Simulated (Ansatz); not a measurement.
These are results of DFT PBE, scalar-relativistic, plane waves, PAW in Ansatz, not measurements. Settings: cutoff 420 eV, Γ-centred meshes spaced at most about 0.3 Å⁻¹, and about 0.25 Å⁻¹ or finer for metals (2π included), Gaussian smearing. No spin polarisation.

Temperature and zero-point effects are left out.

Compare these two cells of Zn₆O, each relaxed at this level.

A.

```yaml
crystal:
  lattice:
    - [2.99821, 0.00000, 0.00000]
    - [-1.49911, 2.59653, 0.00000]
    - [0.00000, 0.00000, 13.21989]
  atoms:
    - { symbol: Zn, position: [0.33333, 0.66667, 0.23099] }
    - { symbol: Zn, position: [0.00000, 0.00000, 0.01093] }
    - { symbol: Zn, position: [0.00000, 0.00000, 0.37905] }
    - { symbol: Zn, position: [0.33333, 0.66667, 0.53260] }
    - { symbol: Zn, position: [0.00000, 0.00000, 0.68874] }
    - { symbol: Zn, position: [0.33333, 0.66667, 0.84705] }
    - { symbol: O, position: [0.33333, 0.66667, 0.08563] }
```

B.

```yaml
crystal:
  lattice:
    - [-3.45822, 3.45822, 2.47367]
    - [3.45822, -3.45822, 2.47367]
    - [3.45822, 3.45822, -2.47367]
  atoms:
    - { symbol: Zn, position: [0.75000, 0.25000, 0.50000] }
    - { symbol: Zn, position: [0.25000, 0.75000, 0.50000] }
    - { symbol: Zn, position: [0.70503, 0.70503, 0.41006] }
    - { symbol: Zn, position: [0.29497, 0.29497, 0.58994] }
    - { symbol: Zn, position: [0.70503, 0.29497, 0.00000] }
    - { symbol: Zn, position: [0.29497, 0.70503, 0.00000] }
    - { symbol: O, position: [0.50000, 0.50000, 0.00000] }
```

Task: Which would you expect to be lower, and how large is the difference?

Result: A is lower, by 79 meV/atom. A has space group P3m1 (No. 156), 14.7 Å³/atom and no gap on its mesh; B has space group I4/mmm (No. 139), 16.9 Å³/atom and no gap. The denser one is the lower, and pressure would at first widen the difference. In A, around Zn on its first site lie 1 O at 1.92 Å, 3 Zn at 2.61 Å and 6 Zn at 3.00 Å; Zn on its second site has 3 O at 1.99 Å, 3 Zn at 2.77 Å and 6 Zn at 3.00 Å; O is surrounded by 4 Zn at 1.92–1.99 Å, 6 O at 3.00 Å and 1 Zn at 3.15 Å; 4 more sites not described. In B, Zn on a site of symmetry -4m2 is surrounded by 2 Zn at 2.47 Å and 8 Zn at 2.78 Å; Zn on a site of symmetry m2m is surrounded by 1 O at 2.01 Å and 8 Zn at 2.63–2.84 Å; O has 4 Zn at 2.01 Å. Both come from invented guesses.

Cells relaxed within their symmetry can be saddle points.
